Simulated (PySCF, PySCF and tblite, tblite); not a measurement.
# C₂H₄O₂: a path driven as a shift of bonds, and NMR exchange

The task here is to estimate one member of a computed series from the others.

Computed with tblite 0.8.0 (tight binding) and PySCF 2.14.0 (DFT, with response routines of our own); each step states its level. Atoms count from 0 throughout.

## The starting structure

8 atoms, charge 0, multiplicity 1; geometry from: force field or distance geometry start.

Bonds of the start (Å): C0–C1 1.51, C0–H4 1.08, C0–H5 1.09, C0–H6 1.09, C1–O2 1.22, C1–O3 1.34, O3–H7 0.97.

Set-up of the first run:

What the job is given:

```
{"job": {"xc": "GFN2-xTB", "basis": "xTB", "kind": "relax"}, "charge": 0, "multiplicity": 1}
C      0.732600     0.076800    -0.283800
C      0.026500     1.392300    -0.487300
O     -0.057200     2.282500     0.343600
O     -0.511300     1.511700    -1.712400
H      1.537900    -0.020600    -0.996800
H      1.138800     0.038800     0.723500
H      0.009600    -0.735600    -0.400100
H     -0.919400     2.396800    -1.693000
```

The run is started by

```bash
$ OMP_NUM_THREADS=1 python ens_run.py task.json out
```

One launch serves the whole session.

Among the steps run: GFN2-xTB relaxation, start minimum; Relaxed scan, to the middle; Relaxed scan, from the middle, back; Relaxed scan, from the middle, on; Nudged elastic band, leg 1; Saddle search, leg 1; DFT refinement, start: B3LYP-D3(BJ)/def2-SVP; Shieldings, start: PBE0/pcSseg-2; Shieldings, saddle of leg 1: PBE0/pcSseg-2; The path in numbers; Shieldings, start: PBE0/cc-pVTZ; Single-point energy, saddle of leg 1: PBE0/cc-pVTZ; Second level: PBE0/cc-pVTZ + D3(BJ).

One of the session's tables, all rows but one given; the rest of the session is left out.

Barriers by level (kcal/mol; entropies in cal/(mol K)). Zero-point and thermal terms come from xTB in every row. ΔG‡ leaves symmetry out; the rate counts equivalent paths (a factor of 2); effective ΔG‡, where given, is the barrier that would give that rate by Eyring's equation alone:

| level | ΔE‡ | with zero-point | ΔH‡ | ΔG‡ (298 K) | k at 298 K (1/s) |
| --- | --- | --- | --- | --- | --- |
| GFN2-xTB | 34.09 | 31.02 | 30.87 | 31.27 | 1.5e-10 |
| B3LYP-D3(BJ)/def2-SVP | ? | ? | ? | ? | ? |
| PBE0/pcSseg-2 + D3(BJ) | 33.55 | 30.48 | 30.33 | 30.73 | 3.7e-10 |
| PBE0/cc-pVTZ + D3(BJ) | 33.11 | 30.04 | 29.89 | 30.28 | 7.9e-10 |

**Question.** Estimate the row for B3LYP-D3(BJ)/def2-SVP.

The run gave: ΔE‡: 33.41; with zero-point: 30.34; ΔH‡: 30.19; ΔG‡ (298 K): 30.58; k at 298 K (1/s): 4.7e-10. In the column «ΔE‡» it lies between PBE0/cc-pVTZ + D3(BJ) (33.11) and PBE0/pcSseg-2 + D3(BJ) (33.55).

To keep in mind: The moving atom is hydrogen and the barrier is narrow, so tunnelling, which is left out, should speed the exchange.
